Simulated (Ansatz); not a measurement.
# Levels at Γ against strain in AgCl

```
CELL_PARAMETERS angstrom
3.43397 0.00000 0.00000
0.00000 3.43397 0.00000
0.00000 0.00000 3.43397
ATOMIC_POSITIONS crystal
Ag 0.00000 0.00000 0.00000
Cl 0.50000 0.50000 0.50000
```

Atoms are numbered in the order listed.

Structure from Materials Project entry mp-726265 (possibly hypothetical), not relaxed further.

All numbers below come from DFT, PBE, all-electron LAPW, scalar-relativistic in Ansatz 0.2.0.

Settings: a Γ-centred 9×9×9 k mesh, Fermi–Dirac smearing of 0.01 eV, basis error target 1 meV/atom, no spin polarisation.

The cell is scaled evenly. Fractional coordinates are held (clamped ions).

The valence-band top of this crystal doesn't lie at Γ but 1.50 eV above the top filled level there.

Only quantities that a quadratic follows smoothly over the whole series are listed; rougher ones are left out.

```
ln(V/Vcell)  direct gap at Γ (eV)  smallest gap on mesh and path (eV)
    -0.0619                 2.304                               0.599
    -0.0408                 2.223                               0.589
    -0.0202                 2.147                               0.581
    -0.0101                 2.111                               0.578
     0.0000                 2.076                               0.576
     0.0100                 2.042                               0.574
     0.0392                 1.947                               0.570
     0.0583                 1.889                               0.569
```

(1) Fit the series and give the slopes at zero strain.

(2) One run, at ln(V/Vcell) = 0.0198, is withheld. Predict its row.

Answers

(1) Least-squares fits y = p0 + p1 x + p2 x² to the rows give direct gap at Γ (eV): p1 = -3.44, p2 = 4; smallest gap on mesh and path (eV): p1 = -0.238, p2 = 2.2. So dEg/dln V = -3.4 eV for the direct gap at Γ, which isn't the fundamental gap here: that one has dEg/dln V = -0.2 eV. Semilocal gaps are too small, but their slopes carry over better.

(2) The fits give 2.009, 0.572; the run gave 2.009, 0.572.
